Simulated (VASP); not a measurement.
Input of a VASP 6.6.1 run:

Contents of INCAR:

```
SYSTEM = SiC
ALGO = Normal ; EDIFF = 1E-6
ENCUT = 520 ; GGA = PE
GGA_COMPAT = .FALSE. ; ISIF = 2
ISMEAR = 0 ; KPAR = 8
LASPH = .TRUE. ; LCHARG = .FALSE.
LNONCOLLINEAR = .TRUE. ; LORBIT = 11
LREAL = .FALSE. ; LSORBIT = .TRUE.
LWAVE = .FALSE. ; MAGMOM = 0 0 0 0 0 0 0 0 0 0 0 0 0 0 0 0 0 0 0 0 0 0 0 0
NELM = 60 ; PREC = Accurate
SIGMA = 0.02
```

The input KPOINTS:

```
k-points
0
G
  8 5 5
  0 0 0
```

Contents of POSCAR:

```
SiC                                     
1.0
    3.0865822896      0.0000000000      0.0000000000
    0.0000000000      5.0002633091      0.0000000000
    0.0000000000      0.0000000000      5.3636727362
  Si              C             
     4     4
Direct
     0.0000000000000000    0.9997116655440712    0.3334711040516070
     0.5000000000000000    0.9997116655440712    0.8334711040516070
     0.5000000000000000    0.4997116655440713    0.1665288959483931
     0.0000000000000000    0.4997116655440713    0.6665288959483930
     1.0000000000000000    0.6222883344559287    0.3335010745401200
     0.5000000000000000    0.6222883344559287    0.8335010745401201
     0.5000000000000000    0.1222883344559286    0.1664989254598800
     0.0000000000000000    0.1222883344559286    0.6664989254598799
```

KPOINTS_OPT

```
path GXSYGZURTZ,YT,UX,SR
20
line-mode
reciprocal
 0.0000000000  0.0000000000  0.0000000000  G
 0.5000000000  0.0000000000  0.0000000000  X

 0.5000000000  0.0000000000  0.0000000000  X
 0.5000000000  0.5000000000  0.0000000000  S

 0.5000000000  0.5000000000  0.0000000000  S
 0.0000000000  0.5000000000  0.0000000000  Y

 0.0000000000  0.5000000000  0.0000000000  Y
 0.0000000000  0.0000000000  0.0000000000  G

 0.0000000000  0.0000000000  0.0000000000  G
 0.0000000000  0.0000000000  0.5000000000  Z

 0.0000000000  0.0000000000  0.5000000000  Z
 0.5000000000  0.0000000000  0.5000000000  U

 0.5000000000  0.0000000000  0.5000000000  U
 0.5000000000  0.5000000000  0.5000000000  R

 0.5000000000  0.5000000000  0.5000000000  R
 0.0000000000  0.5000000000  0.5000000000  T

 0.0000000000  0.5000000000  0.5000000000  T
 0.0000000000  0.0000000000  0.5000000000  Z

 0.0000000000  0.5000000000  0.0000000000  Y
 0.0000000000  0.5000000000  0.5000000000  T

 0.5000000000  0.0000000000  0.5000000000  U
 0.5000000000  0.0000000000  0.0000000000  X

 0.5000000000  0.5000000000  0.0000000000  S
 0.5000000000  0.5000000000  0.5000000000  R
```

Potentials or basis: VASP PAW PBE potentials, release 64 (Si, C).

Run with:

```sh
$ cat potpaw_PBE.64/Si/POTCAR potpaw_PBE.64/C/POTCAR > POTCAR
$ mpirun -np 8 vasp_ncl > vasp.out
```

Task: Predict the net moment.

Result: 0.00 μB per cell.

Task: Predict the pressure.

Result: 3.2 GPa.

Task: What does it give for the largest force?

Result: 0.005 eV/Å.

Stress tensor (GPa, compression positive):
```
1.46 0.00 0.00
0.00 7.99 0.00
0.00 0.00 0.13
```
